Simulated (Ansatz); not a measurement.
# Ga2O3: the cost of one run

Computed with Ansatz 0.2.0 (DFT PBEsol, scalar-relativistic, plane waves, PAW, unless a step's input says otherwise).

That is the level of the relaxation; later steps name their own.

1 further run of the same task is left out (set aside as unsound or not needed).

## 1. The structure to begin with

It takes space group C2/m (No. 12, monoclinic). Conventional cell: a = 12.277 Å, b = 3.047 Å, c = 5.811 Å, α = 90.00°, β = 103.72°, γ = 90.00°. Around Ga (site symmetry m) lie 4 O at 1.84 to 1.87 Å. Around Ga (site symmetry m) lie 6 O at 1.94 to 2.08 Å. Around O (site symmetry m) lie 3 Ga at 1.84 to 1.95 Å. O (site symmetry m) has 4 Ga at 1.87 to 2.08 Å as nearest neighbours. O (site symmetry m) is surrounded by 3 Ga at 1.84 to 1.94 Å.

As a file:

```xyz
10
Lattice="6.1387 -1.5237 0.0081 6.1387 1.5237 0.0081 -1.3857 0.0000 5.6429" Properties=species:S:1:pos:R:3 pbc="T T T"
Ga    0.0089    0.0000    4.4891
Ga   10.8829    0.0000    1.1699
Ga    7.6522    0.0000    1.7851
Ga    3.2395    0.0000    3.8739
O     1.8770    0.0000    0.6208
O     9.0147    0.0000    5.0383
O     1.3470    0.0000    3.1784
O     9.5447    0.0000    2.4806
O     5.7383    0.0000    1.4524
O     5.1535    0.0000    4.2066
```

This cell was relaxed beforehand with the same method: volume 10.56 Å³/atom, gap on the mesh 2.22 eV.

## 2. Band edges over the whole zone

Contents of input.yaml:

```yaml
crystal:
  lattice:
    - [6.1387376559, -1.5236764774, 0.0080971644]
    - [6.1387376559, 1.5236764774, 0.0080971644]
    - [-1.3857270542, 0.0, 5.6428551212]
  atoms:
    - { symbol: Ga, position: [0.0904853172, 0.0904853172, 0.7952785662] }
    - { symbol: Ga, position: [0.9095146828, 0.9095146828, 0.2047214338] }
    - { symbol: Ga, position: [0.6587639587, 0.6587639587, 0.3144572414] }
    - { symbol: Ga, position: [0.3412360413, 0.3412360413, 0.6855427586] }
    - { symbol: O, position: [0.1652447821, 0.1652447821, 0.1095371512] }
    - { symbol: O, position: [0.8347552179, 0.8347552179, 0.8904628488] }
    - { symbol: O, position: [0.1732335452, 0.1732335452, 0.5627682281] }
    - { symbol: O, position: [0.8267664548, 0.8267664548, 0.4372317719] }
    - { symbol: O, position: [0.4962707549, 0.4962707549, 0.2559665698] }
    - { symbol: O, position: [0.5037292451, 0.5037292451, 0.7440334302] }
basis:
  ecutwfc: 420
kpoints:
  mp_grid: { grid: [10, 10, 6] }
  band_path: { path: [VBM, CBM], npoints: 2 }
hamiltonian:
  xc: pbesol
scf:
  occupations: { method: gaussian, width: 0.02 }
output:
  forces: true
  stress: true
  eigenvalues: true
```

Run with:

```sh
$ ansatz run input.yaml --threads 4 --pin off --max-ram 10240MiB --backend cpu --events-out ev --progress --plain --runs-dir out
```

**Question.** How long does this run take on 4 threads of Arm Neoverse V2, shared host, and how much memory does it need?

About 28 s, with a peak of 0.9 GiB.
